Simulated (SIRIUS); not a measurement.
This SIRIUS 7.10.0 run on Zr4O needs a look.

Contents of sirius.json:

```json
{
  "control": {
    "processing_unit": "cpu",
    "verbosity": 2,
    "num_bands_to_print": 38,
    "print_forces": true,
    "print_stress": true
  },
  "parameters": {
    "electronic_structure_method": "pseudopotential",
    "xc_functionals": ["XC_LDA_X", "XC_LDA_C_PW"],
    "gk_cutoff": 9.2,
    "pw_cutoff": 18.4,
    "ngridk": [3, 3, 3],
    "shiftk": [0, 0, 0],
    "smearing": "fermi_dirac",
    "smearing_width": 0.0018374661,
    "num_bands": 38,
    "num_mag_dims": 0,
    "num_dft_iter": 3,
    "energy_tol": 1e-08,
    "density_tol": 1e-06
  },
  "iterative_solver": {
    "type": "davidson",
    "min_tolerance": 1e-09,
    "tolerance_scale": [0.1, 0.25]
  },
  "mixer": {
    "type": "anderson",
    "beta": 0.7,
    "max_history": 8
  },
  "settings": {
    "tol_ne": 1e-10,
    "pseudo_grid_cutoff": 6.5
  },
  "unit_cell": {
    "lattice_vectors": [
      [7.847677723902, 0.0, 0.0],
      [0.0, 7.847677723902, 0.0],
      [0.0, 0.0, 7.847677723902]
    ],
    "atom_coordinate_units": "lattice",
    "atom_types": ["Zr", "O"],
    "atom_files": {
      "O": "O.json",
      "Zr": "Zr.json"
    },
    "atoms": {
      "Zr": [
        [0.5, 0.5, 0.5],
        [0.0, 0.5, 0.5],
        [0.5, 0.0, 0.5],
        [0.5, 0.5, 0.0]
      ],
      "O": [
        [0.0, 0.0, 0.0]
      ]
    }
  }
}
```

Potentials or basis: PseudoDojo 0.4.1 PBE standard (scalar relativistic).

Launch:

```console
$ upf_to_json O.upf
$ upf_to_json Zr.upf
$ OMP_NUM_THREADS=1 sirius.scf --input=sirius.json --output=out.json --task=0
```

Output:

```text
[info] SIRIUS version : 7.10.0
[info] number of MPI ranks           : 1
[info] MPI grid                      : 1 1
[info] maximum number of OMP threads : 1
[fft] FFT context for density and potential
[fft] =====================================
[fft]   comm size                             : 1
[fft]   plane wave cutoff                     : 18.4
[fft]   grid size                             : 48 48 48   total : 110592
[fft]   grid limits                           : -23 24   -23 24   -23 24
[fft]   number of G-vectors within the cutoff : 25367
[fft]   local number of G-vectors             : 25367
[fft]   number of G-shells                    : 1324
[fft] FFT context for coarse grid
[fft] =====================================
[... 351 lines left out ...]
[ground_state] ==== non-local contribution from Beta-projector =====
[ground_state] atom:    0, force:       0.0000000      0.0000000      0.0000000
[ground_state] atom:    1, force:       0.0000000      0.0000000      0.0000000
[ground_state] atom:    2, force:       0.0000000      0.0000000      0.0000000
[ground_state] atom:    3, force:       0.0000000      0.0000000      0.0000000
[ground_state] atom:    4, force:       0.0000000      0.0000000      0.0000000
[ground_state] ==== contribution from local potential =====
[ground_state] atom:    0, force:       0.0000000      0.0000000      0.0000000
[ground_state] atom:    1, force:       0.0000000      0.0000000      0.0000000
[ground_state] atom:    2, force:       0.0000000      0.0000000      0.0000000
[ground_state] atom:    3, force:       0.0000000      0.0000000      0.0000000
[ground_state] atom:    4, force:       0.0000000      0.0000000      0.0000000
[ground_state] ==== contribution from core density =====
[ground_state] atom:    0, force:       0.0000000      0.0000000      0.0000000
[ground_state] atom:    1, force:       0.0000000      0.0000000      0.0000000
[ground_state] atom:    2, force:       0.0000000      0.0000000      0.0000000
[ground_state] atom:    3, force:       0.0000000      0.0000000      0.0000000
[ground_state] atom:    4, force:       0.0000000      0.0000000      0.0000000
[ground_state] ==== Ewald forces from ions =====
[ground_state] atom:    0, force:       0.0000000      0.0000000      0.0000000
[ground_state] atom:    1, force:       0.0000000      0.0000000      0.0000000
[ground_state] atom:    2, force:       0.0000000      0.0000000      0.0000000
[ground_state] atom:    3, force:       0.0000000      0.0000000      0.0000000
[ground_state] atom:    4, force:       0.0000000      0.0000000      0.0000000
[~DFT_ground_state] local op. applied: 1592
[~DFT_ground_state] evp. work count: 180.126
[~DFT_ground_state] number of iterative solver steps: 62
```

Question: Diagnose the run.

Answer: The run did not converge. The input holds a flaw that was put in on purpose: too few SCF cycles (parameters.num_dft_iter = 3).
